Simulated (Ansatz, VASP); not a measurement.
Given: the input of a run of Ansatz 0.2.0 on GaSb. 

Contents of input.yaml:

```yaml
crystal:
  lattice:
    - [0.0, 3.059, 3.059]
    - [3.059, 0.0, 3.059]
    - [3.059, 3.059, 0.0]
  atoms:
    - { symbol: Sb, position: [0.75, 0.75, 0.75] }
    - { symbol: Ga, position: [0.0, 0.0, 0.0] }
kpoints:
  mp_grid: { grid: [8, 8, 8] }
scf:
  occupations: { method: gaussian, width: 0.023 }
hamiltonian:
  xc: pbe
  pseudopotentials: { kind: all_electron, lapw: { basis_error: 0.001 } }
output:
  forces: true
  stress: true
  eigenvalues: true
```

Potentials or basis: all-electron LAPW, scalar-relativistic.

Command:

```bash
$ ansatz run input.yaml --threads 1 --pin off --max-ram 3072MiB --backend cpu --events-out ev --progress --plain --runs-dir out
```

Problem. Set up the same calculation for VASP 6.6.1. Potentials or basis there: PBE PAW files Ga_d, Sb, 520 eV.

Solution. As run (cutoffs and basis follow the program's own potentials, and thresholds, step limits or extra output files can differ):

Contents of INCAR:

```
SYSTEM = GaSb
PREC = Accurate ; ENCUT = 520
EDIFF = 1E-7 ; ISMEAR = 0
SIGMA = 0.023 ; LREAL = .False.
LASPH = .True. ; NELM = 100
ALGO = Fast ; ISIF = 2
LWAVE = .False. ; LCHARG = .False.
GGA = PE
```

The input KPOINTS:

```
regular mesh
0
Gamma
  8 8 8
  0 0 0
```

POSCAR

```
GaSb
1.0
    0.0000000000      3.0590000000      3.0590000000
    3.0590000000      0.0000000000      3.0590000000
    3.0590000000      3.0590000000      0.0000000000
Sb Ga
1 1
Direct
    0.7500000000      0.7500000000      0.7500000000
    0.0000000000      0.0000000000      0.0000000000
```

Potentials or basis: VASP PAW PBE potentials, release 64 (Sb, Ga_d).

Launch:

```console
$ cat potpaw_PBE.64/Sb/POTCAR potpaw_PBE.64/Ga_d/POTCAR > POTCAR
$ mpirun -np 1 vasp_std > vasp.out
```

Both were run:

|  | Ansatz | VASP |
| --- | --- | --- |
| Pressure | 2.3 GPa | 2.4 GPa |

Where Ansatz's input types no cutoff or centring, it takes its own default and a Γ-centred mesh.

Pressure is positive in compression.
